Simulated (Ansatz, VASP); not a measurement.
# Cross-check of TaN between VASP and Ansatz, part 2 of 2

Aim: how closely do two programs agree when they are given the same cell, functional and k mesh? The cell is taken from a series of runs on this material, whose earlier steps may have relaxed, scaled, displaced or heated it; both programs get it as it stands.

VASP 6.6.1 and Ansatz 0.2.0.

So far: The structure; Ansatz: relaxation of cell and atoms, PBEsol, spin-orbit coupling.

## Step 3: VASP: relaxation of cell and atoms, PBEsol, spin-orbit coupling

Level of this step: PBEsol, spin-orbit coupling; plane waves and PAW (Ta_pv, N) (VASP).

The same cell, functional, mesh and smearing now go to VASP, with its own data sets.

Lines of VASP's logs that name or quote its potential files are left out, and so is its time.

File INCAR:

```
SYSTEM = TaN
PREC = Accurate
ENCUT = 600
EDIFF = 1E-07
NELM = 200
ISMEAR = 0
SIGMA = 0.1
LREAL = .FALSE.
ALGO = Normal
GGA = PS
LNONCOLLINEAR = .TRUE.
MAGMOM = 0 0 0 0 0 0 0 0 0 0 0 0 0 0 0 0 0 0
NBANDS = 60
GGA_COMPAT = .FALSE.
LASPH = .TRUE.
LSORBIT = .TRUE.
LMAXMIX = 4
LORBIT = 11
LWAVE = .FALSE.
LCHARG = .FALSE.
ISIF = 3
IBRION = 2
NSW = 80
EDIFFG = -0.005
NELMIN = 4
KPAR = 2
```

File POSCAR:

```
TaN
1.0
    5.1960000000      0.0000000000      0.0000000000
   -2.5980000000      4.4998680000      0.0000000000
    0.0000000000      0.0000000000      2.9110000000
Ta N
3 3
Direct
    0.3333333333      0.6666666667      0.5000000000
    0.6666666667      0.3333333333      0.5000000000
    0.0000000000      0.0000000000      0.0000000000
    0.3928500770      0.0000000000      0.0000000000
    0.6071500737      0.6071500320      0.0000000000
    0.0000000418      0.3928499680      0.0000000000
```

File KPOINTS:

```
Automatic mesh
0
Gamma
9 9 10
0 0 0
```

The projector-augmented-wave data sets are Ta_pv and N (PBE family, release 64).

Launch:

```
$ mpirun -np 2 vasp_ncl
```

Numbers of over 12 decimals in the logs are rounded to 6 here.

The log of the run:

```text
[banner, memory and clock lines left out]
running    2 mpi-ranks, on    1 nodes
 distrk:  each k-point on    1 cores,    2 groups
 distr:  one band on    1 cores,    1 groups

 POSCAR found type information on POSCAR TaN
 POSCAR found :  2 types and       6 ions
|                                                                             |
|               ----> ADVICE to this user running VASP <----                  |
|                                                                             |
|     You enforced a specific xc type in the INCAR file but a different       |
|     [... a line on the potential file left out ...]
|     I HOPE YOU KNOW WHAT YOU ARE DOING!                                     |
|                                                                             |

 LDA part: xc-table for (Slater+PW92), standard interpolation
 POSCAR, INCAR and KPOINTS ok, starting setup
 FFT: planning ... GRIDC
 FFT: planning ... GRID_SOFT
 FFT: planning ... GRID
 WAVECAR not read
 entering main loop
       N       E                     dE             d eps       ncg     rms          rms(c)
DAV:   1     0.524607756117E+03    0.52461E+03   -0.28263E+04 13680   0.188E+03
DAV:   2    -0.343128536514E+02   -0.55892E+03   -0.53492E+03 14984   0.546E+02
DAV:   3    -0.812973324053E+02   -0.46984E+02   -0.46082E+02 16348   0.150E+02
DAV:   4    -0.826386832087E+02   -0.13414E+01   -0.13269E+01 16680   0.241E+01
DAV:   5    -0.826764080977E+02   -0.37725E-01   -0.37615E-01 17088   0.337E+00    0.440E+01
DAV:   6    -0.737660526274E+02    0.89104E+01   -0.52412E+01 17772   0.409E+01    0.190E+01
DAV:   7    -0.735339320370E+02    0.23212E+00   -0.23609E+00 16428   0.922E+00    0.104E+01
DAV:   8    -0.734654960857E+02    0.68436E-01   -0.38676E-01 16148   0.395E+00    0.105E+00
DAV:   9    -0.734509714818E+02    0.14525E-01   -0.47356E-02 17060   0.140E+00    0.416E-01
DAV:  10    -0.734503928082E+02    0.57867E-03   -0.15411E-02 17732   0.617E-01    0.199E-01
DAV:  11    -0.734500869942E+02    0.30581E-03   -0.21239E-03 17848   0.311E-01    0.551E-02
DAV:  12    -0.734501039827E+02   -0.16989E-04   -0.10370E-04 17356   0.720E-02    0.235E-02
DAV:  13    -0.734500949733E+02    0.90094E-05   -0.61391E-05 18096   0.438E-02    0.993E-03
DAV:  14    -0.734500943844E+02    0.58886E-06   -0.33094E-06 16724   0.107E-02    0.143E-03
DAV:  15    -0.734500943312E+02    0.53226E-07   -0.97697E-08 12128   0.238E-03
   1 F= -.73450094E+02 E0= -.73448909E+02  d E =-.734501E+02  mag=    -0.0000    -0.0000     0.0000
[... from here on, the cycles between the ionic steps are left out ...]
   2 F= -.73425705E+02 E0= -.73424542E+02  d E =0.243891E-01  mag=    -0.0000     0.0000    -0.0000
   3 F= -.73455550E+02 E0= -.73454372E+02  d E =-.545572E-02  mag=    -0.0000    -0.0000    -0.0000
   4 F= -.73455549E+02 E0= -.73454372E+02  d E =-.545508E-02  mag=    -0.0000    -0.0000     0.0000
   5 F= -.73455660E+02 E0= -.73454490E+02  d E =-.110928E-03  mag=     0.0000     0.0000     0.0000
   6 F= -.73455695E+02 E0= -.73454522E+02  d E =-.145217E-03  mag=    -0.0000     0.0000    -0.0000
   7 F= -.73455695E+02 E0= -.73454522E+02  d E =-.145180E-03  mag=     0.0000     0.0000     0.0000
   8 F= -.73455702E+02 E0= -.73454530E+02  d E =-.767469E-05  mag=     0.0000    -0.0000     0.0000
 trial-energy change:   -0.000008  1 .order   -0.000009   -0.000029    0.000010
 step:   0.5522(harm=  0.5943)  dis= 0.00032  next Energy=   -73.455704 (dE=-0.935E-05)
 bond charge predicted
       N       E                     dE             d eps       ncg     rms          rms(c)
DAV:   1    -0.734557057109E+02   -0.33601E-05   -0.38061E-04 13752   0.144E-01    0.176E-02
DAV:   2    -0.734557043368E+02    0.13741E-05   -0.83226E-06 16656   0.209E-02    0.896E-03
DAV:   3    -0.734557038880E+02    0.44876E-06   -0.22157E-06 16500   0.109E-02    0.147E-03
DAV:   4    -0.734557039245E+02   -0.36423E-07   -0.11181E-07 10540   0.270E-03
   9 F= -.73455704E+02 E0= -.73454531E+02  d E =-.933589E-05  mag=     0.0000    -0.0000     0.0000
 curvature:  -0.29 expect dE=-0.376E-05 dE for cont linesearch -0.460E-07
 trial: gam= 0.28082 g(F)=  0.196E-05 g(S)=  0.109E-04 ort = 0.240E-05 (trialstep = 0.756E+00)
 search vector abs. value=  0.171E-04
 reached required accuracy - stopping structural energy minimisation
```

OUTCAR, selected parts (step 3):

```text
ion  position               nearest neighbor table
   1  0.333  0.667  0.500-   4 2.16   4 2.16   6 2.16   6 2.16   5 2.16   5 2.16   2 3.00   2 3.00
                             2 3.00   3 3.33   3 3.33   3 3.33   3 3.33   3 3.33   3 3.33
   2  0.667  0.333  0.500-   4 2.16   4 2.16   5 2.16   5 2.16   6 2.16   6 2.16   1 3.00   1 3.00
                             1 3.00   3 3.33   3 3.33   3 3.33   3 3.33   3 3.33   3 3.33
   3  0.000  0.000  0.000-   6 2.04   5 2.04   4 2.04   2 3.33   1 3.33   1 3.33   2 3.33   2 3.33
                             2 3.33   1 3.33   1 3.33   2 3.33   2 3.33   1 3.33   1 3.33
   4  0.393  0.000  0.000-   3 2.04   1 2.16   1 2.16   2 2.16   2 2.16
   5  0.607  0.607  0.000-   3 2.04   2 2.16   2 2.16   1 2.16   1 2.16
   6  0.000  0.393  0.000-   3 2.04   1 2.16   1 2.16   2 2.16   2 2.16

  LATTYP: Found a hexagonal cell.
 ALAT       =     5.1960000000
 C/A-ratio  =     0.5602386451

 Subroutine GETGRP returns: Found 12 space group operations
 (whereof 12 operations were pure point group operations)

The static configuration has the point symmetry D_3h.

 Found    114 irreducible k-points:

   k-points           NKPTS =    114   k-points in BZ     NKDIM =    114   number of bands    NBANDS=     60

   dimension x,y,z NGX =    42 NGY =   42 NGZ =   24
   dimension x,y,z NGXF=    84 NGYF=   84 NGZF=   48

   ENCUT  =  600.0 eV  44.10 Ry    6.64 a.u.  10.38 10.38  5.81*2*pi/ulx,y,z

   NELECT =      48.0000    total number of electrons

 k-points in reciprocal lattice and weights: Automatic mesh
   0.00000000  0.00000000  0.00000000       0.001
   0.11111111  0.00000000  0.00000000       0.007
   0.22222222  0.00000000  0.00000000       0.007
   0.33333333 -0.00000000  0.00000000       0.007
   0.44444444  0.00000000  0.00000000       0.007
   0.11111111  0.11111111  0.00000000       0.004
  -0.11111111 -0.11111111  0.00000000       0.004
   0.22222222  0.11111111  0.00000000       0.007
  -0.22222222 -0.11111111  0.00000000       0.007
[...]
0.33333333  0.33333333  0.50000000       0.001
  -0.33333333 -0.33333333  0.50000000       0.001

 average (electrostatic) potential at core
       1 -35.6357       2 -35.6357       3 -35.0240       4 -61.8847       5 -61.8847
       6 -61.8847

 E-fermi :   8.2204

 k-point     1 :       0.0000    0.0000    0.0000
  band No.  band energies     occupation
    ...
     46       6.2838      1.00000
     47       7.1416      1.00000
     48       7.1416      1.00000
     49       7.4905      1.00000
     50       7.4905      1.00000
     51       8.7087      0.00000
     52       8.7087      0.00000
     53       8.9674      0.00000
     54       8.9674      0.00000
     55       9.9583      0.00000
    ...

 k-point     2 :       0.1111    0.0000    0.0000
  band No.  band energies     occupation
    ...
     46       5.8503      1.00000
     47       7.1954      1.00000
     48       7.2086      1.00000
     49       7.8981      1.00000
     50       7.9234      0.99999
     51       8.8286      0.00000
     52       8.8402      0.00000
     53       9.0622      0.00000
     54       9.0878      0.00000
     55       9.5423      0.00000
    ...

 k-point     3 :       0.2222    0.0000    0.0000
  band No.  band energies     occupation
    ...
     44       4.5952      1.00000
     45       5.2976      1.00000
     46       5.3169      1.00000
     47       6.8906      1.00000
     48       6.9330      1.00000
     49       8.6137      0.00000
     50       8.7976      0.00000
     51       9.1266      0.00000
     52       9.1628      0.00000
     53       9.2338      0.00000
    ...

  Total       -0.0253238     -0.0253238     -0.0085249      0.0000000      0.0000000      0.0000000
  in kB       -0.6011184     -0.6011184     -0.2023582      0.0000000      0.0000000      0.0000000
  external PRESSURE =      -0.4681983 kB  Pullay stress =       0.0000000 kB

  energy-cutoff  :      600.00
  volume of cell :       67.50
      direct lattice vectors                 reciprocal lattice vectors
     5.185786316 -0.000000000  0.000000000     0.192834787  0.111333216 -0.000000000
    -2.592893158  4.491022690  0.000000000    -0.000000000  0.222666432  0.000000000
     0.000000000 -0.000000000  2.898136456    -0.000000000 -0.000000000  0.345049315

 POSITION                                       TOTAL-FORCE (eV/Angst)
 -----------------------------------------------------------------------------------
     -0.00000      2.99402      1.44907         0.000000      0.000000      0.000000
      2.59289      1.49701      1.44907         0.000000      0.000000     -0.000000
     -2.59289      4.49102      0.00000         0.000000      0.000000      0.000000
     -0.55404      4.49102      0.00000         0.003676      0.000000      0.000000
      1.57347      2.72533      0.00000        -0.001838     -0.003184     -0.000000
     -1.01942      1.76569      0.00000        -0.001838      0.003184      0.000000
 -----------------------------------------------------------------------------------
    total drift:                               -0.000637     -0.000000     -0.000000

  FREE ENERGIE OF THE ION-ELECTRON SYSTEM (eV)
  ---------------------------------------------------
  free  energy   TOTEN  =       -73.4557039245 eV

  energy  without entropy=      -73.4533585359  energy(sigma->0) =      -73.45453123

 reached required accuracy - stopping structural energy minimisation

 Spin-Orbit-Coupling matrix elements
 Ion:    1  E_soc:     -1.2948734
 Ion:    2  E_soc:     -1.2948734
 Ion:    3  E_soc:     -1.3444800
 Ion:    4  E_soc:     -0.0004340
 Ion:    5  E_soc:     -0.0004340
 Ion:    6  E_soc:     -0.0004340

 total charge
# of ion       s       p       d       tot
------------------------------------------
    1        0.297   6.273   2.416   8.987
    2        0.297   6.273   2.416   8.987
    3        0.336   6.226   2.443   9.006
    4        1.230   2.547   0.000   3.777
    5        1.230   2.547   0.000   3.777
    6        1.230   2.547   0.000   3.777
--------------------------------------------------
tot          4.621  26.413   7.276  38.310

 magnetization (x)
# of ion       s       p       d       tot
------------------------------------------
    1        0.000  -0.000   0.000  -0.000
    2        0.000  -0.000   0.000   0.000
    3        0.000   0.000   0.000   0.000
    4        0.000   0.000   0.000   0.000
    5        0.000   0.000   0.000   0.000
    6        0.000   0.000   0.000   0.000
--------------------------------------------------
tot          0.000   0.000   0.000   0.000

 magnetization (y)
# of ion       s       p       d       tot
------------------------------------------
    1        0.000  -0.000   0.000   0.000
    2       -0.000  -0.000   0.000  -0.000
    3        0.000   0.000   0.000   0.000
    4        0.000   0.000   0.000   0.000
    5        0.000  -0.000   0.000  -0.000
    6       -0.000  -0.000   0.000  -0.000
--------------------------------------------------
tot          0.000  -0.000   0.000  -0.000

 magnetization (z)
# of ion       s       p       d       tot
------------------------------------------
    1        0.000  -0.000  -0.000  -0.000
    2       -0.000   0.000   0.000   0.000
    3       -0.000  -0.000  -0.000  -0.000
    4        0.000   0.000   0.000   0.000
    5        0.000  -0.000   0.000  -0.000
    6        0.000   0.000   0.000   0.000
--------------------------------------------------
tot         -0.000  -0.000   0.000  -0.000

[... 3 further parts left out ...]
```

CONTCAR:

```
TaN
   1.00000000000000
     5.1857863158253208   -0.0000000000000000    0.0000000000000000
    -2.5928931579126604    4.4910226900270649    0.0000000000000000
     0.0000000000000000   -0.0000000000000000    2.8981364555193538
  Ta              N
     3     3
Direct
     0.3333333332999970    0.6666666667000030    0.5000000000000000
     0.6666666667000030    0.3333333332999970    0.5000000000000000
     0.0000000000000000    1.0000000000000000    0.0000000000000000
     0.3931609776706549    1.0000000000000000    0.0000000000000000
     0.6068391730293418    0.6068391313293440    0.0000000000000000
     0.0000000417999997    0.3931608686706561    0.0000000000000000
```

The run keeps the 12 symmetry operations of its start, so it cannot find a distortion of lower symmetry.

## Step 4: Side by side

Known differences besides the potentials themselves: spin-orbit coupling enters by fully relativistic files in Ansatz and inside the spheres in VASP; the data sets hold 54 valence electrons in Ansatz (on its fully relativistic PAW (standard-fr) files) and 48 in VASP; the cutoff is 420 eV in Ansatz and 600 eV in VASP; Ansatz makes its cores anew for this functional, VASP keeps those of its PBE data sets; Ansatz adds a Pulay correction to the stress that steers its cell, VASP none. Total energies have different zeros and are not compared.

Both answers:

```tsv
quantity	Ansatz	VASP	difference
volume (Å³)	67.19	67.50	-0.45 %
edge a after relaxation, in the typed setting (Å)	5.177	5.186	-0.17 %
edge c after relaxation, in the typed setting (Å)	2.895	2.898	-0.11 %
```

## Step 5: Outcome

```yaml
difference_in_volume_relaxation_of_cell_and_atoms_pbesol_spin_orbit_coupling: -0.45 %
```

**Reading.** The difference in volume is -0.45 % (relaxation of cell and atoms, PBEsol, spin-orbit coupling), within the 1.2 % picked in this series as the mark of a large difference, as far as the stopping tolerances let one tell. The data sets hold unlike numbers of valence electrons (54 in Ansatz and 48 in VASP), so part of the differences comes from the potentials. Such differences can come from data sets, numerical settings and the points named under the comparisons, not from the functional's error against experiment.

[Lines on the potential files, build, host, timing and source positions are cut from VASP's logs without a mark.]

[Logs are printed without paths, hosts, clocks, repeated set-up lines and the standing remarks that a program may print on its own settings, such as how far it seeks lower states.]

[Hosts, paths, dates, database ids (printed as entryN), source tags and the programs' standing remarks are cut or masked in the printed files.]
